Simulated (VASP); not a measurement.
Wanted: the native input for a VASP 6.6.1 run.

```yaml
Task: relaxation of cell and atoms
Functional: PBE
Potentials_or_basis: VASP PAW PBE potentials, release 64 (Mo_sv, S)
Cutoff: 600 eV
k_mesh: 6 × 6 × 6
Occupations: gaussian, width 0.1 eV
Spin: no spin polarisation
Dipole_correction: no
Further_INCAR_settings: ALGO = Normal; EDIFF = 1e-06; IBRION = 2; EDIFFG = -0.04; NSW = 90; ISIF = 3
```

The structure of Mo2S lies in POSCAR:

```
Mo2S
1.0
    4.2541369480      0.0000000000      0.0000000000
   -2.1270684740      3.6841906682      0.0000000000
    0.0000000000      0.0000000000      3.0695645287
Mo S
2 1
Direct
    0.3333333333      0.6666666667      0.5000000000
    0.6666666667      0.3333333333      0.5000000000
    0.0000000000      0.0000000000      0.0000000000
```

The cell was built by a generator and needn't be a form met in nature.

These files were run (other wordings do the same):

INCAR

```
SYSTEM = Mo2S
PREC = Accurate ; ENCUT = 600
EDIFF = 1E-6 ; ISMEAR = 0
SIGMA = 0.1 ; LREAL = .False.
LASPH = .True. ; NELM = 100
ALGO = Normal ; ISIF = 3
LWAVE = .False. ; LCHARG = .False.
GGA = PE ; IBRION = 2
NSW = 90 ; EDIFFG = -0.04
```

KPOINTS

```
Automatic mesh
0
Gamma
  6 6 6
  0 0 0
```

Potentials or basis: VASP PAW PBE potentials, release 64 (Mo_sv, S).

Command:

```bash
$ cat potpaw_PBE.64/Mo_sv/POTCAR potpaw_PBE.64/S/POTCAR > POTCAR
$ mpirun -np 1 vasp_std > vasp.out
```

Results of the run:

* Relaxed volume: 16.05 Å³/atom
* Relaxed cell: a = 4.262 Å, b = 4.262 Å, c = 3.060 Å, α = 90.00°, β = 90.00°, γ = 120.00°
* Space group after relaxing (to 0.05 Å): P6/mmm (No. 191)
* Energy gained by relaxing: 0.2 meV/atom
* Ionic steps: 3
* Pressure after relaxing: -0.3 GPa
* Band gap on the k mesh: none (metal or under the smearing width)

Run time: 95 s on 1 thread of AMD EPYC 7R43 64-Core Processor (Zen 3) (shared host), peak memory 0.17 GiB.
